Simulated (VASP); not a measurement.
# Ti2O (P-3m1) in VASP: a series of runs, part 2 of 2

VASP 6.6.1.

### Step 5. Single point, LDA+U

Input file INCAR:

```
SYSTEM = Ti2O
ALGO = Normal
EDIFF = 1E-7
ENCUT = 520
GGA = CA
ISIF = 2
ISMEAR = -1
LASPH = .True.
LCHARG = .True.
LDAU = .True.
LDAUJ = 0 0
LDAUL = 2 -1
LDAUPRINT = 1
LDAUTYPE = 2
LDAUU = 6 0
LELF = .True.
LMAXMIX = 4
LREAL = .False.
LVHAR = .True.
LWAVE = .False.
NELM = 60
PREC = Accurate
SIGMA = 0.05
```

Input file KPOINTS:

```
k-points
0
Gamma
  10 10 6
  0 0 0
```

Input file POSCAR:

```
Ti2O
1.0
    2.9194000000      0.0000000000      0.0000000000
   -1.4597000000      2.5282745638      0.0000000000
    0.0000000000      0.0000000000      4.7130000000
Ti O
2 1
Direct
    0.3333333333      0.6666666667      0.7212600000
    0.6666666667      0.3333333333      0.2787400000
    0.0000000000      0.0000000000      0.0000000000
```

Potentials or basis: VASP PAW LDA potentials, release 64 (Ti_sv, O).

Command:

```sh
> cat potpaw_LDA.64/Ti_sv/POTCAR potpaw_LDA.64/O/POTCAR > POTCAR
> mpirun -np 1 vasp_std > vasp.out
```

OUTCAR:

```text
SYSTEM = Ti2O
   EDIFF = 1E-7
   ENCUT = 520
   GGA = CA
   ISIF = 2
   ISMEAR = -1
   LASPH = .True.
   LREAL = .False.
   NELM = 60
   PREC = Accurate

 ion  position               nearest neighbor table
   1  0.333  0.667  0.721-   3 2.14   3 2.14   3 2.14   2 2.68   2 2.68   2 2.68
   2  0.667  0.333  0.279-   3 2.14   3 2.14   3 2.14   1 2.68   1 2.68   1 2.68
   3  0.000  0.000  0.000-   1 2.14   2 2.14   1 2.14   2 2.14   2 2.14   1 2.14

  LATTYP: Found a hexagonal cell.
 ALAT       =     2.9194000000
 C/A-ratio  =     1.6143728163

  Lattice vectors:

 A1 = (   2.9194000000,   0.0000000000,   0.0000000000)
 A2 = (  -1.4597000000,   2.5282745638,   0.0000000000)
 A3 = (   0.0000000000,   0.0000000000,   4.7130000000)

Analysis of symmetry for initial positions (statically):
=====================================================================
 Subroutine PRICEL returns:
 Original cell was already a primitive cell.

 Routine SETGRP: Setting up the symmetry group for a
 hexagonal supercell.

 Subroutine GETGRP returns: Found 12 space group operations
 (whereof 12 operations were pure point group operations)
 out of a pool of 24 trial point group operations.
[... 230 lines left out ...]
  ext. energy  EPLUGINS =         0.00000000
  ---------------------------------------------------
  free energy    TOTEN  =       -19.45513443 eV

  energy without entropy =      -19.44823100  energy(sigma->0) =      -19.45168271

 E-fermi :  11.2049     XC(G=0): -12.9347

 val. band max:       11.1950351372   @ k =   0.1000   0.1000   0.1667
 cond. band min:      11.2301700367   @ k =   0.0000   0.1000   0.3333
 fundamental gap:      0.0351348996
 Fermi energy:        11.2048924579

 k-point     1 :       0.0000    0.0000    0.0000
  band No.  band energies     occupation
      1     -47.0234      2.00000
      2     -46.8401      2.00000
      3     -24.0689      2.00000
      4     -23.3128      2.00000
      5     -23.3128      2.00000
      6     -23.2015      2.00000
[... 505 lines left out ...]
      6     -23.4743      2.00000
[... 11 lines left out ...]
     18      14.1565      0.00000
     19      14.2905      0.00000

 [... further k-points ...]
[... 5 lines left out ...]
  --------------------------------------------------------------------------------------
  -------------------------------------------------------------------------------------
  Total        2.7769082      2.7769082      4.5989311      0.0000000      0.0000000      0.0000000
  in kB      127.8959579    127.8959579    211.8128040      0.0000000      0.0000000      0.0000000
  external PRESSURE =     155.8682399 kB  Pullay stress =       0.0000000 kB

 VOLUME and BASIS-vectors are now :
 -----------------------------------------------------------------------------
  energy-cutoff  :      520.00
  volume of cell :       34.79
      direct lattice vectors                 reciprocal lattice vectors
     2.919400000  0.000000000  0.000000000     0.342536138  0.197763331  0.000000000
    -1.459700000  2.528274564  0.000000000     0.000000000  0.395526662  0.000000000
     0.000000000  0.000000000  4.713000000     0.000000000  0.000000000  0.212179079

 POSITION                                       TOTAL-FORCE (eV/Angst)
 -----------------------------------------------------------------------------------
     -0.00000      1.68552      3.39930        -0.000000      0.000000      1.379871
      1.45970      0.84276      1.31370         0.000000     -0.000000     -1.379871
      0.00000      0.00000      0.00000        -0.000000      0.000000      0.000000
 -----------------------------------------------------------------------------------
    total drift:                               -0.000000      0.000000      0.000000

  FREE ENERGIE OF THE ION-ELECTRON SYSTEM (eV)
  ---------------------------------------------------
  free  energy   TOTEN  =       -19.4551344316 eV

  energy  without entropy=      -19.4482309962  energy(sigma->0) =      -19.45168271
```

OSZICAR:

```text
N       E                     dE             d eps       ncg     rms          rms(c)
DAV:   1     0.349174660275E+03    0.34917E+03   -0.15881E+04  2736   0.199E+03
DAV:   2     0.225027995811E+02   -0.32667E+03   -0.31921E+03  2775   0.536E+02
DAV:   3    -0.215438888586E+02   -0.44047E+02   -0.43169E+02  4532   0.168E+02
DAV:   4    -0.246847639210E+02   -0.31409E+01   -0.31249E+01  3616   0.423E+01
DAV:   5    -0.248218390297E+02   -0.13708E+00   -0.13695E+00  4091   0.773E+00    0.177E+01
DAV:   6    -0.197046998206E+02    0.51171E+01   -0.26759E+01  3561   0.566E+01    0.588E+00
DAV:   7    -0.194701284277E+02    0.23457E+00   -0.24469E+00  3876   0.130E+01    0.310E+00
DAV:   8    -0.194490118240E+02    0.21117E-01   -0.22546E-01  4267   0.434E+00    0.131E+00
DAV:   9    -0.194541711554E+02   -0.51593E-02   -0.62282E-02  4342   0.261E+00    0.417E-01
DAV:  10    -0.194549430243E+02   -0.77187E-03   -0.17279E-02  4056   0.123E+00    0.933E-02
DAV:  11    -0.194552069919E+02   -0.26397E-03   -0.24009E-03  4496   0.559E-01    0.708E-02
DAV:  12    -0.194551284002E+02    0.78592E-04   -0.47629E-04  3743   0.214E-01    0.209E-02
DAV:  13    -0.194551325071E+02   -0.41069E-05   -0.62995E-05  4480   0.847E-02    0.909E-03
DAV:  14    -0.194551340160E+02   -0.15089E-05   -0.58851E-06  3742   0.274E-02    0.459E-03
DAV:  15    -0.194551344677E+02   -0.45176E-06   -0.19645E-06  4456   0.137E-02    0.206E-03
DAV:  16    -0.194551344316E+02    0.36147E-07   -0.48860E-07  3689   0.897E-03
   1 F= -.19455134E+02 E0= -.19451683E+02  d E =-.690344E-02
```

stdout:

```text
POSCAR found type information on POSCAR TiO
 POSCAR found :  2 types and       3 ions
 scaLAPACK will be used
 LDA part: xc-table for (Slater(with rela. corr.)+CA(PZ))
 , standard interpolation
 POSCAR, INCAR and KPOINTS ok, starting setup
 FFT: planning ... GRIDC
 FFT: planning ... GRID_SOFT
 FFT: planning ... GRID
 WAVECAR not read
 entering main loop
```

It took 53 s on 1 thread of Intel Xeon Platinum 8375C at 2.90GHz (Ice Lake), shared host; peak memory 0.17 GiB.

Results:

```
Free energy            : -19.4551 eV
Pressure               : 15.6 GPa
Largest force          : 1.380 eV/Å
Band gap on the k mesh : none (metal or under the smearing width)
```

Forces on the atoms (eV/Å):
```
Ti   0.000  0.000  1.380
Ti   0.000  0.000 -1.380
O    0.000  0.000  0.000
```

Levels at points of the mesh, in eV from the Fermi level:
```csv
k point,band 13,band 14,band 15,band 16,band 17,band 18
"(0.00, 0.00, 0.00)",-4.64,-0.71,0.18,0.53,0.53,1.09
"(0.50, 0.00, 0.00)",-2.92,-1.69,-0.93,1.33,1.82,2.88
"(0.00, 0.00, 0.50)",-2.43,-2.32,0.21,0.21,1.29,1.96
"(0.50, 0.00, 0.50)",-1.97,-1.65,-0.80,-0.54,1.06,3.18
```

Eigenvalues of the final occupation matrices:
```csv
site,spin,trace,eigenvalues
site 1 d,1,0.90,0.15 0.15 0.19 0.19 0.22
site 1 d,2,0.90,0.15 0.15 0.19 0.19 0.22
site 2 d,1,0.90,0.15 0.15 0.19 0.19 0.22
site 2 d,2,0.90,0.15 0.15 0.19 0.19 0.22
```

Caveat: U without spin polarisation on a metal has little footing; forces of over 1 eV/Å show positions far from the minimum, so gaps and moduli don't describe the material at rest.

### Step 6. The runs side by side

| U | gap on the mesh (eV) | pressure (GPa) | largest force (eV/Å) |
| --- | --- | --- | --- |
| Ti d U = 3 eV | none | 6.9 | 1.39 |
| Ti d U = 4 eV | none | 9.7 | 1.39 |
| Ti d U = 5 eV | none | 12.6 | 1.38 |
| Ti d U = 6 eV | none | 15.6 | 1.38 |

Alike in all rows: task single point; level LDA+U; potentials or basis VASP PAW LDA potentials, release 64 (Ti_sv, O); no spin polarisation; cell as given; k mesh 10 × 10 × 6; cutoff (eV) 520; smearing fermi-dirac 0.05 eV.

Every run on the cell as given and a fine mesh finds a metal.

Caveats: U without spin polarisation on a metal has little footing; forces of over 1 eV/Å show positions far from the minimum, so gaps and moduli don't describe the material at rest.

Total energies depend on the potentials used, so only differences within one code and one set of settings carry meaning.
